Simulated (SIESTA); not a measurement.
Runs of SIESTA 5.4.2 on Hf. It takes space group Im-3m (No. 229, cubic). Conventional cell: a = 3.610 Å, b = 3.610 Å, c = 3.610 Å, α = 90.00°, β = 90.00°, γ = 90.00°. Around Hf (site symmetry m-3m) lie 8 Hf at 3.13 Å. This isn't the form of Hf at room conditions, which is hcp.

```csv
task,level,potentials or basis,spin,cell,k mesh,gap on the mesh (eV),pressure (GPa)
band structure,PBEsol,"PseudoDojo 0.4 standard (PBEsol files, fully relativistic), DZP (energy shift 0.003 Ry; two zetas on semicore shells)","non-collinear, zero start, SOC",as given,8 × 8 × 8,none,(a)
single point,PBE,"PseudoDojo 0.4 standard (PBE files), DZP (energy shift 0.003 Ry; two zetas on semicore shells)",off,cell strained at random at fixed volume,10 × 10 × 10,none,-5.1
band structure,PBEsol,"PseudoDojo 0.4 standard (PBEsol files), DZP (energy shift 0.003 Ry; two zetas on semicore shells)",off,as given,8 × 8 × 8,none,-9.7
single point,PBE,"PseudoDojo 0.4 standard (PBE files), DZP (energy shift 0.003 Ry; two zetas on semicore shells)",off,as given,10 × 10 × 10,none,-5.2
```

Alike in all rows: smearing fermi-dirac 0.05 eV; grid cutoff 800 Ry; energy shift 0.003 Ry.

**Question.** Fill in the values left out.

**Answer.** (a) -12.3.

Caveats: short orbitals over semicore shells can move pressures by several GPa; the basis of atomic orbitals isn't converged, which shifts pressures, moduli and gaps; spin-orbit coupling is left out, which moves the levels of the heavy elements (some runs).

A k mesh can miss the band edges, and rows without SOC leave out spin-orbit coupling on Hf.

A gap of «none» marks a metal or a gap under the smearing width.
